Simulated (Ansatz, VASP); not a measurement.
# BN: VASP beside Ansatz

```
CELL_PARAMETERS angstrom
2.50411 0.00000 0.00000
-1.25206 2.16862 0.00000
0.00000 0.00000 6.42756
ATOMIC_POSITIONS crystal
B 0.33333 0.66667 0.25000
B 0.66667 0.33333 0.75000
N 0.33333 0.66667 0.75000
N 0.66667 0.33333 0.25000
```

Alike in both runs: functional PBE; dispersion D3(BJ); k mesh 12 × 12 × 4; occupations gaussian, width 0.02 eV; no spin polarisation.

Ansatz relaxed the structure, and its values are those at the end. VASP's run is a single point on that final structure, the one shown.

```csv
,VASP,Ansatz
version,VASP 6.6.1,Ansatz 0.2.0
potentials or method,"VASP PAW PBE potentials, release 64 (B, N)","scalar-relativistic, plane waves, PAW"
plane-wave cutoff (eV),520,420
valence electrons in the cell,16,16
```

VASP gave:

* gap on the k mesh at the Fermi level (eV): 4.20
* least direct gap on the mesh (eV): 4.58
* pressure (GPa): 1.1

Task: Estimate Ansatz's values.

Result: gap on the k mesh at the Fermi level (eV): 4.21; least direct gap on the mesh (eV): 4.59; pressure (GPa): 1.0.

A k mesh can miss the band edges.
